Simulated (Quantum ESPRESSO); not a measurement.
Crystal: SiC.

```
Si C
1.0
     3.07569    0.00000    0.00000
    -1.53785    2.66363    0.00000
     0.00000    0.00000   10.07065
Si C
4 4
Cartesian
  0.0000 0.0000 1.8922
  0.0000 0.0000 6.9275
  0.0000 1.7758 4.4094
  1.5378 0.8879 9.4447
  0.0000 0.0000 0.0046
  0.0000 0.0000 5.0400
  0.0000 1.7758 2.5157
  1.5378 0.8879 7.5510
```

The cell is a database's computed one.

Base run:

| Quantity | Value |
| --- | --- |
| Program | Quantum ESPRESSO 7.5 |
| Functional | optB88-vdW |
| Potentials or basis | PseudoDojo 0.4.1 SR PBE standard |
| Cutoff | 1116 eV |
| Density cutoff | 4463 eV |
| k mesh | 10 × 10 × 3 |
| Occupations | fermi-dirac, width 0.05 eV |
| Spin | no spin polarisation |

Its results: band gap on the k mesh 2.39 eV, indirect (least direct gap 3.50 eV); pressure 5.5 GPa; largest force 0.014 eV/Å.

Task: After a change of settings the same cell gave: band gap on the k mesh 2.26 eV, indirect (least direct gap 3.38 eV); pressure 3.7 GPa; largest force 0.010 eV/Å. Which change was it?
A. functional from optB88-vdW to N12
B. functional from optB88-vdW to RGE2
C. functional from optB88-vdW to vdW-DF-cx
D. functional from optB88-vdW to optB86b-vdW

Result: D.

Caveats: the potentials were made for another functional, which shifts forces and pressure.
